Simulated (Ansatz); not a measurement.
# Two-dimensional strain map in PbS

Theory: Ansatz 0.2.0, DFT PBE+D3(BJ), scalar-relativistic, plane waves, PAW. Settings: plane waves to 420 eV, k-mesh 16×16×16 (Γ-centred), Gaussian smearing 0.15 eV. Spin–orbit coupling is left out, which can shift energies with elements as heavy as these. No spin polarisation. Energies are free energies at this smearing, counted from the undisturbed cell; pressure is positive in compression.

Reference structure (relaxed at this level; with this scan's settings it stands at -0.1 GPa; this CsCl-type form isn't the usual structure):

```xyz
2
Lattice="3.6017 0.0000 0.0000 0.0000 3.6017 0.0000 0.0000 0.0000 3.6017" Properties=species:S:1:pos:R:3 pbc="T T T"
Pb    0.0000    0.0000    0.0000
S     1.8009    1.8009    1.8009
```

The cell is strained by p along both x and y and by q along z, fractional coordinates fixed. Points are written (p, q).

Energy above the undisturbed cell in meV/atom (a dash: not computed):

```csv
p \ q,-0.080,-0.040,0.000,0.040,0.080
-0.080,328.1,227.6,168.6,145.0,149.1
-0.040,143.1,71.1,37.9,36.5,–
0.000,–,–,0.0,–,–
```

Pressure in GPa:

| p \ q | -0.080 | -0.040 | 0.000 | 0.040 | 0.080 |
| --- | --- | --- | --- | --- | --- |
| -0.080 | 25.2 | 19.3 | 14.3 | 10.1 | 6.7 |
| -0.040 | 14.1 | 9.5 | 5.8 | 2.7 | – |
| 0.000 | – | – | -0.1 | – | – |